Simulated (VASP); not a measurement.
# InP (F-43m) in VASP: further runs

One crystal, InP, is run at these levels: PBE; tasks: relaxation of cell and atoms, single point.

Everything below comes from runs of VASP 6.6.1. Logs are shortened: lines on timing, memory, paths and dates and some standing lists are left out, and cuts for length are marked.

## 1. The undisturbed crystal

It takes space group F-43m (No. 216, cubic). Conventional cell: a = 5.960 Å, b = 5.960 Å, c = 5.960 Å, α = 90.00°, β = 90.00°, γ = 90.00°. In (site symmetry -43m) is surrounded by 4 P at 2.58 Å. P (site symmetry -43m) is surrounded by 4 In at 2.58 Å.

## 2. Relaxation of cell and atoms, PBE (cell and atoms relaxed tightly for response)

Contents of INCAR:

```
SYSTEM = InP
PREC = Accurate
ENCUT = 600
EDIFF = 1E-6
ISMEAR = 0
SIGMA = 0.01
LREAL = .FALSE.
LASPH = .TRUE.
NELM = 100
ALGO = Fast
ISIF = 3
LWAVE = .FALSE.
LCHARG = .FALSE.
GGA = PE
IBRION = 2
NSW = 80
EDIFFG = -0.001
```

Contents of KPOINTS:

```
regular mesh
0
G
  10 10 10
  0 0 0
```

Contents of POSCAR:

```
InP
1.0
    0.0000000000      2.9800342120      2.9800342120
    2.9800342120      0.0000000000      2.9800342120
    2.9800342120      2.9800342120      0.0000000000
In P
1 1
Direct
    0.0000000000      0.0000000000      0.0000000000
    0.2500000000      0.2500000000      0.2500000000
```

Potentials or basis: VASP PAW PBE potentials, release 64 (In_d, P).

Launch:

```
> cat potpaw_PBE.64/In_d/POTCAR potpaw_PBE.64/P/POTCAR > POTCAR
> mpirun -np 1 vasp_std > vasp.out
```

OUTCAR:

```text
SYSTEM = InP
   PREC = Accurate
   ENCUT = 600
   EDIFF = 1E-6
   ISMEAR = 0
   LREAL = .FALSE.
   LASPH = .TRUE.
   NELM = 100
   ISIF = 3
   GGA = PE
   IBRION = 2
   NSW = 80
   EDIFFG = -0.001

 ion  position               nearest neighbor table
   1  0.000  0.000  0.000-   2 2.58   2 2.58   2 2.58   2 2.58
   2  0.250  0.250  0.250-   1 2.58   1 2.58   1 2.58   1 2.58

  LATTYP: Found a face centered cubic cell.
 ALAT       =     5.9600684240

  Lattice vectors:

 A1 = (   0.0000000000,   2.9800342120,   2.9800342120)
 A2 = (   2.9800342120,   0.0000000000,   2.9800342120)
 A3 = (   2.9800342120,   2.9800342120,   0.0000000000)

Analysis of symmetry for initial positions (statically):
=====================================================================
 Subroutine PRICEL returns:
 Original cell was already a primitive cell.

 Routine SETGRP: Setting up the symmetry group for a
 face centered cubic supercell.

 Subroutine GETGRP returns: Found 24 space group operations
 (whereof 24 operations were pure point group operations)
 out of a pool of 48 trial point group operations.

The static configuration has the point symmetry T_d .

Analysis of symmetry for dynamics (positions and initial velocities):
=====================================================================
 Subroutine PRICEL returns:
 Original cell was already a primitive cell.

 Routine SETGRP: Setting up the symmetry group for a
 face centered cubic supercell.

 Subroutine GETGRP returns: Found 24 space group operations
 (whereof 24 operations were pure point group operations)
 out of a pool of 48 trial point group operations.

The dynamic configuration has the point symmetry T_d .

 Subroutine INISYM returns: Found 24 space group operations
 (whereof 24 operations are pure point group operations),
 and found     1 'primitive' translations

----------------------------------------------------------------------------------------

                                     Primitive cell

  volume of cell :      52.9290

  direct lattice vectors                    reciprocal lattice vectors
     0.000000000  2.980034212  2.980034212    -0.167783309  0.167783309  0.167783309
     2.980034212  0.000000000  2.980034212     0.167783309 -0.167783309  0.167783309
     2.980034212  2.980034212  0.000000000     0.167783309  0.167783309 -0.167783309

  length of vectors
     4.214404799  4.214404799  4.214404799     0.290609215  0.290609215  0.290609215

  position of ions in fractional coordinates (direct lattice)
     0.000000000  0.000000000  0.000000000
     0.250000000  0.250000000  0.250000000

  ion indices of the primitive-cell ions
   primitive index   ion index
                 1           1
                 2           2

----------------------------------------------------------------------------------------

 KPOINTS: regular mesh

Automatic generation of k-mesh.
 Grid dimensions read from file:
 generate k-points for:   10   10   10

 Generating k-lattice:

  Cartesian coordinates                     Fractional coordinates (reciprocal lattice)
    -0.016778331  0.016778331  0.016778331     0.100000000  0.000000000  0.000000000
     0.016778331 -0.016778331  0.016778331     0.000000000  0.100000000  0.000000000
     0.016778331  0.016778331 -0.016778331     0.000000000  0.000000000  0.100000000

  Length of vectors
     0.029060922  0.029060922  0.029060922

  Shift w.r.t. Gamma in fractional coordinates (k-lattice)
     0.000000000  0.000000000  0.000000000

 Subroutine IBZKPT returns following result:
 ===========================================

 Found     47 irreducible k-points:

 Following reciprocal coordinates:
            Coordinates               Weight
  0.000000  0.000000  0.000000      1.000000
  0.100000  0.000000  0.000000      8.000000
  0.200000  0.000000  0.000000      8.000000
  0.300000  0.000000  0.000000      8.000000
  0.400000  0.000000  0.000000      8.000000
  0.500000  0.000000  0.000000      4.000000
[... 16 lines left out ...]
  0.300000  0.300000  0.000000      6.000000
  0.400000  0.300000  0.000000     24.000000
 [... further k-points ...]
   k-points           NKPTS =     47   k-points in BZ     NKDIM =     47   number of bands    NBANDS=     13
   number of dos      NEDOS =    301   number of ions     NIONS =      2
   total plane-waves  NPLWV =  46656
   dimension x,y,z NGX =    36 NGY =   36 NGZ =   36
   dimension x,y,z NGXF=    72 NGYF=   72 NGZF=   72
   ions per type =               1   1
   NGX,Y,Z   is equivalent  to a cutoff of  14.20, 14.20, 14.20 a.u.
   NGXF,Y,Z  is equivalent  to a cutoff of  28.40, 28.40, 28.40 a.u.
 SYSTEM =  InP
   PREC   = accura    normal or accurate (medium, high low for compatibility)
   ISTART =      0    job   : 0-new  1-cont  2-samecut
   ICHARG =      2    charge: 1-file 2-atom 10-const
   ISPIN  =      1    spin polarized calculation?
   LNONCOLLINEAR =      F non collinear calculations
   LSORBIT =      F    spin-orbit coupling
   LASPH  =      T    aspherical Exc in radial PAW
   ENCUT  =  600.0 eV  44.10 Ry    6.64 a.u.   8.42  8.42  8.42*2*pi/ulx,y,z
   NELM   =    100;   NELMIN=  2; NELMDL= -5     # of ELM steps
   EDIFF  = 0.1E-05   stopping-criterion for ELM
   LREAL  =      F    real-space projection
   EDIFFG = -.1E-02   stopping-criterion for IOM
   NSW    =     80    number of steps for IOM
   IBRION =      2    ionic relax: 0-MD 1-quasi-New 2-CG
   NFREE  =      1    steps in history (QN), initial steepest desc. (CG)
   ISIF   =      3    stress and relaxation
   ISYM   =      2    0-nonsym 1-usesym 2-fastsym
   POTIM  = 0.5000    time-step for ionic-motion
   TEBEG  =    0.0;   TEEND  =   0.0 temperature during run
   PSTRESS=    0.0 pullay stress
   NELECT =      18.0000    total number of electrons
   NUPDOWN=      -1.0000    fix difference up-down
   EMIN   =  10.00;   EMAX   =-10.00  energy-range for DOS
   EFERMI =   0.00;   METHOD = LEGACY
   ISMEAR =     0;   SIGMA  =   0.01  broadening in eV -4-tet -1-fermi 0-gaus
   EFERMI_NEDOS =   21; number of points for ismear=-14 and -15
   IALGO  =     68    algorithm
   IMIX   =      4    mixing-type and parameters
     AMIX     =   0.40;   BMIX     =  1.00
     AMIX_MAG =   1.60;   BMIX_MAG =  1.00
  volume/ion in A,a.u.               =      26.46       178.59
  Fermi-wavevector in a.u.,A,eV,Ry     =   1.142706  2.159401 17.766167  1.305776
  Thomas-Fermi vector in A             =   2.279403
   LORBIT       =      0    0 simple, 1 ext, 2 COOP (PROOUT), +10 PAW based schemes
   GGA     = PE    functional components
   LHFCALC =     F    Hartree Fock is set to
   AEXX    =    0.0000 exact exchange contribution
   IVDW    =     0    specifies the selected vdW correction
   LEPSILON=     F    determine dielectric tensor
   LRPA    =     F    only Hartree local field effects (RPA)
 conjugate gradient relaxation of ions
 non-spin polarized calculation
 RMM-DIIS sequential band-by-band and
 Gauss-broadening in eV      SIGMA  =   0.01
  energy-cutoff  :      600.00
  volume of cell :       52.93
 maximum number of plane-waves:      1807
 NGX is ok and might be reduce to    36
   NGX = 17   NGY = 17   NGZ = 17

--------------------------------------- Ionic step        1  -------------------------------------------

 number of electron      17.9999999 magnetization

 Free energy of the ion-electron system (eV)
  ---------------------------------------------------
  ext. energy  EPLUGINS =         0.00000000
  ---------------------------------------------------
  free energy    TOTEN  =        -8.40809740 eV

  energy without entropy =       -8.40809740  energy(sigma->0) =       -8.40809740

------------------------ aborting loop because EDIFF is reached ----------------------------------------

  FORCE on cell =-STRESS in cart. coord.  units (eV):
  Direction    XX          YY          ZZ          XY          YZ          ZX
  --------------------------------------------------------------------------------------
  -------------------------------------------------------------------------------------
  Total        0.0058803      0.0058803      0.0058803      0.0000000     -0.0000000      0.0000000
  in kB        0.1779991      0.1779991      0.1779991      0.0000000     -0.0000000      0.0000000
  external PRESSURE =       0.1779991 kB  Pullay stress =       0.0000000 kB
[... 89 lines left out ...]
  FREE ENERGIE OF THE ION-ELECTRON SYSTEM (eV)
  ---------------------------------------------------
  free  energy   TOTEN  =        -8.4080946052 eV

  energy  without entropy=       -8.4080946052  energy(sigma->0) =       -8.40809461

[... ionic steps 4 to 18 ...]

--------------------------------------- Ionic step       19  -------------------------------------------

 number of electron      17.9999999 magnetization

------------------------ aborting loop because EDIFF is reached ----------------------------------------
[... 67 lines left out ...]
--------------------------------------- Ionic step       21  -------------------------------------------

 number of electron      17.9999999 magnetization

 Free energy of the ion-electron system (eV)
  ---------------------------------------------------
  ext. energy  EPLUGINS =         0.00000000
  ---------------------------------------------------
  free energy    TOTEN  =        -8.40809937 eV

  energy without entropy =       -8.40809937  energy(sigma->0) =       -8.40809937

 E-fermi :   4.7558     XC(G=0):  -9.0637

 val. band max:        4.6579137886   @ k =   0.0000   0.0000   0.0000
 cond. band min:       5.0980090069   @ k =   0.0000   0.0000   0.0000
 fundamental gap:      0.4400952183
 Fermi energy:         4.7558205517

 k-point     1 :       0.0000    0.0000    0.0000
  band No.  band energies     occupation
      1      -9.4366      2.00000
      2      -9.4366      2.00000
      3      -9.4366      2.00000
      4      -9.3079      2.00000
      5      -9.3079      2.00000
      6      -6.5296      2.00000
      7       4.6579      2.00000
      8       4.6579      2.00000
      9       4.6579      2.00000
     10       5.0980      0.00000
     11       8.7475      0.00000
     12       8.7475      0.00000
     13       8.7475      0.00000
[... 354 lines left out ...]
  band No.  band energies     occupation
      1      -9.5610      2.00000
      2      -9.3722      2.00000
      3      -9.3695      2.00000
      4      -9.3363      2.00000
      5      -9.2856      2.00000
      6      -4.9958      2.00000
      7       0.0459      2.00000
      8       2.6270      2.00000
      9       2.8749      2.00000
     10       6.9565      0.00000
     11       7.6424      0.00000
     12      11.3658      0.00000
     13      12.0023      0.00000

 [... further k-points ...]

------------------------ aborting loop because EDIFF is reached ----------------------------------------

  FORCE on cell =-STRESS in cart. coord.  units (eV):
  Direction    XX          YY          ZZ          XY          YZ          ZX
  --------------------------------------------------------------------------------------
  -------------------------------------------------------------------------------------
  Total       -0.0011635     -0.0011635     -0.0011635      0.0000000     -0.0000000     -0.0000000
  in kB       -0.0352347     -0.0352347     -0.0352347      0.0000000     -0.0000000     -0.0000000
  external PRESSURE =      -0.0352347 kB  Pullay stress =       0.0000000 kB
[... 17 lines left out ...]
  FREE ENERGIE OF THE ION-ELECTRON SYSTEM (eV)
  ---------------------------------------------------
  free  energy   TOTEN  =        -8.4080993719 eV

  energy  without entropy=       -8.4080993719  energy(sigma->0) =       -8.40809937

 reached required accuracy - stopping structural energy minimisation
```

Run time: 2.7 min. Hardware: 1 thread of Intel Xeon Platinum 8259CL at 2.50GHz (Skylake/Cascade Lake), shared host; peak memory 0.23 GiB.

What came out:

| Quantity | Value |
| --- | --- |
| Free energy | -8.4081 eV |
| Relaxed volume | 26.45 Å³/atom |
| Relaxed cell | a = 4.214 Å, b = 4.214 Å, c = 4.214 Å, α = 60.00°, β = 60.00°, γ = 60.00° |
| Space group after relaxing (to 0.05 Å) | F-43m (No. 216) |
| Energy gained by relaxing | 0.0 meV/atom |
| Ionic steps | 21 |
| Pressure after relaxing | 0.0 GPa |
| Band gap on the k mesh | 0.44 eV, direct |

Final structure:
```
In P
1.0
     0.00000    2.97959    2.97959
     2.97959    0.00000    2.97959
     2.97959    2.97959    0.00000
In P
1 1
Direct
  0.00000 0.00000 0.00000
  0.25000 0.25000 0.25000
```

Caveat: spin-orbit coupling is left out, which moves the levels of the heavy elements.

## 3. Single point, PBE (the perfect crystal in a cell of 32 atoms)

Contents of INCAR:

```
SYSTEM = InP
PREC = Accurate
ENCUT = 520
EDIFF = 1E-7
ISMEAR = 0
SIGMA = 0.02
LREAL = Auto
LASPH = .TRUE.
NELM = 100
ALGO = Fast
ISIF = 2
LWAVE = .FALSE.
LCHARG = .FALSE.
GGA = PE
NBANDS = 166
```

Contents of KPOINTS:

```
Automatic mesh
0
Gamma
  2 2 2
  0.5 0.5 0.5
```

Contents of POSCAR:

```
InP
1.0
    5.9600684138      5.9600684138      5.9600684138
   -5.9600684138     -5.9600684138      5.9600684138
    5.9600684138     -5.9600684138     -5.9600684138
In P
16 16
Direct
    0.0000000000      0.2500000000      0.7500000000
    0.2500000000      0.0000000000      0.7500000000
    0.0000000000      0.5000000000      0.5000000000
    0.2500000000      0.2500000000      0.5000000000
    0.5000000000      0.0000000000      0.5000000000
    0.5000000000      0.7500000000      0.7500000000
    0.7500000000      0.5000000000      0.7500000000
    0.0000000000      0.0000000000      0.0000000000
    0.0000000000      0.7500000000      0.2500000000
    0.2500000000      0.5000000000      0.2500000000
    0.5000000000      0.2500000000      0.2500000000
    0.7500000000      0.0000000000      0.2500000000
    0.7500000000      0.7500000000      0.5000000000
    0.2500000000      0.7500000000      0.0000000000
    0.5000000000      0.5000000000      0.0000000000
    0.7500000000      0.2500000000      0.0000000000
    0.2500000000      0.2500000000      0.7500000000
    0.5000000000      0.0000000000      0.7500000000
    0.2500000000      0.5000000000      0.5000000000
    0.5000000000      0.2500000000      0.5000000000
    0.7500000000      0.0000000000      0.5000000000
    0.7500000000      0.7500000000      0.7500000000
    0.0000000000      0.5000000000      0.7500000000
    0.2500000000      0.0000000000      0.0000000000
    0.2500000000      0.7500000000      0.2500000000
    0.5000000000      0.5000000000      0.2500000000
    0.7500000000      0.2500000000      0.2500000000
    0.0000000000      0.0000000000      0.2500000000
    0.0000000000      0.7500000000      0.5000000000
    0.5000000000      0.7500000000      0.0000000000
    0.7500000000      0.5000000000      0.0000000000
    0.0000000000      0.2500000000      0.0000000000
```

Potentials or basis: VASP PAW PBE potentials, release 64 (In_d, P).

Launch:

```
> cat potpaw_PBE.64/In_d/POTCAR potpaw_PBE.64/P/POTCAR > POTCAR
> mpirun -np 1 vasp_std > vasp.out
```

Wall time 14 min (1 thread of Intel Xeon Platinum 8259CL at 2.50GHz (Skylake/Cascade Lake), shared host); peak memory 1 GiB.

It converged, with:

| Item | Value |
| --- | --- |
| Free energy | -134.5724 eV |
| Pressure | 0.0 GPa |
| Band gap on the k mesh | 2.12 eV |

Levels at points of the mesh, in eV from the valence-band top:
| k point | band 142 | band 143 | band 144 | band 145 | band 146 | band 147 |
| --- | --- | --- | --- | --- | --- | --- |
| (0.25, 0.25, 0.25) | -0.04 | -0.04 | -0.04 | 2.12 | 2.12 | 2.12 |

Caveat: spin-orbit coupling is left out, which moves the levels of the heavy elements.
